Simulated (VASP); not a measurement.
Crystal: Se.

```
CELL_PARAMETERS angstrom
4.36620 0.00000 0.00000
-2.18310 3.78124 0.00000
0.00000 0.00000 4.95360
ATOMIC_POSITIONS crystal
Se 0.77460 0.77460 0.00000
Se 0.00000 0.22540 0.66667
Se 0.22540 0.00000 0.33333
```

A sound run:

```yaml
Program: VASP 6.6.1
Task: dielectric tensor
Functional: LDA
Potentials_or_basis: VASP PAW LDA potentials, release 64 (Se)
Cutoff: 800 eV
k_mesh: 12 × 12 × 10
Occupations: gaussian, width 0.01 eV
Spin: no spin polarisation
```

It gives band gap on the k mesh 0.91 eV, indirect (least direct gap 1.13 eV).

**Question.** What do these careless settings give instead: cutoff 460 eV in place of 800 eV; k mesh 5 × 5 × 4 in place of 12 × 12 × 10?

**Answer.** Band gap on the k mesh 1.11 eV, indirect (least direct gap 1.26 eV). The run converged, but these numbers show the error of the settings and aren't properties of the crystal.
